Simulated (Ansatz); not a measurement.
Runs of Ansatz 0.2.0 on Ge. Symmetry: Fmmm, No. 69, orthorhombic system. Conventional cell: a = 5.261 Å, b = 5.771 Å, c = 10.231 Å, α = 90.00°, β = 90.00°, γ = 90.00°. Around Ge (site symmetry m2m) lie 5 Ge at 2.61 to 2.73 Å. Ge (site symmetry mm2) is surrounded by 6 Ge at 2.71 to 2.96 Å. This isn't the form of Ge at room conditions, which is diamond.

| share of exact exchange | gap on the mesh (eV) | pressure (GPa) | largest force (eV/Å) |
| --- | --- | --- | --- |
| 0.3 | none | -3.5 | (b) |
| 0.05 | none | (a) | 0.18 |
| 0.2 | none | -2.4 | 0.21 |
| 0.15 | none | -1.8 | 0.19 |
| 0.1 | none | -1.3 | 0.18 |

Alike in all rows: task single point; level HSE06 form with a typed share of exact exchange; potentials or basis Ansatz PAW; no spin polarisation; cell as given; k mesh 4 × 4 × 4; cutoff (eV) 420; smearing fermi-dirac 0.05 eV; the mesh is coarse, so values aren't converged.

Question: Estimate the missing entries.

Answer: (a) -0.7; (b) 0.25.

Caveats: all runs use coarse meshes; the PAW data sets come from PBE, with cores solved anew for the run's functional, which leaves a small shift of forces and pressure; the thresholds are loose for stress.

A k mesh can miss the band edges, and the runs leave out spin-orbit coupling on Ge.

A gap of «none» marks a metal or a gap under the smearing width.
